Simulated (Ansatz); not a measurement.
Crystal: MnAs.

```
As Mn
1.0
     3.71000    0.00000    0.00000
    -1.85500    3.21295    0.00000
     0.00000    0.00000    5.69100
As Mn
2 2
Cartesian
  1.8550 1.0710 4.2683
  0.0000 2.1420 1.4227
  0.0000 0.0000 2.8455
  0.0000 0.0000 0.0000
```

```yaml
Program: Ansatz 0.2.0
Task: relaxation of cell and atoms
Functional: PBEsol
Potentials_or_basis: Ansatz PAW
Cutoff: "420 eV (not typed: the program's choice for these potentials)"
k_mesh: 8 × 8 × 5
Occupations: fermi-dirac, width 0.05 eV
Spin: collinear spin, ferromagnetic start
Starting_moments: "[0.0, 0.0, 4.0, 4.0] μB"
Hubbard_terms: Mn d U = 6 eV
```

At the start: volume 16.96 Å³/atom.

Problem. How do energy, volume and symmetry change on relaxing?

Solution. It ends after 8 steps and the volume is 19.58 Å³/atom (+15.5 %); space group P6_3/mmc (No. 194, to 0.05 Å); moment 8.10 μB per cell.

The path:
```csv
step,energy change (eV),largest force (eV/Å),volume (Å³)
1,0.0000,0.0000,67.84
2,-0.3844,0.0000,75.95
3,-0.4008,0.0000,77.77
4,-0.4015,0.0000,78.24
5,-0.4057,0.0000,78.24
6,-0.4058,0.0000,78.34
7,-0.4058,0.0000,78.34
8,-0.4058,0.0000,78.34
```

Final structure:
```yaml
crystal:
  lattice:
    - [3.85430, 0.00000, 0.00000]
    - [-1.92715, 3.33792, 0.00000]
    - [0.00000, 0.00000, 6.08886]
  atoms:
    - { symbol: As, position: [0.66667, 0.33333, 0.75000] }
    - { symbol: As, position: [0.33333, 0.66667, 0.25000] }
    - { symbol: Mn, position: [0.00000, 0.00000, 0.50000] }
    - { symbol: Mn, position: [0.00000, 0.00000, 0.00000] }
```

Caveat: the magnetic or orbital state may not be the lowest; the volume moved by over 15 % at a fixed basis, so the end points are rough; the plane-wave basis is chosen anew once the cell has moved, so the energies of steps on either side of that aren't comparable; only a ferromagnetic start was run, and an antiferromagnetic order may lie lower in energy; the PAW data sets come from PBE, with cores solved anew for the run's functional, which leaves a small shift of forces and pressure; the U is typed as a test and isn't derived for this compound.
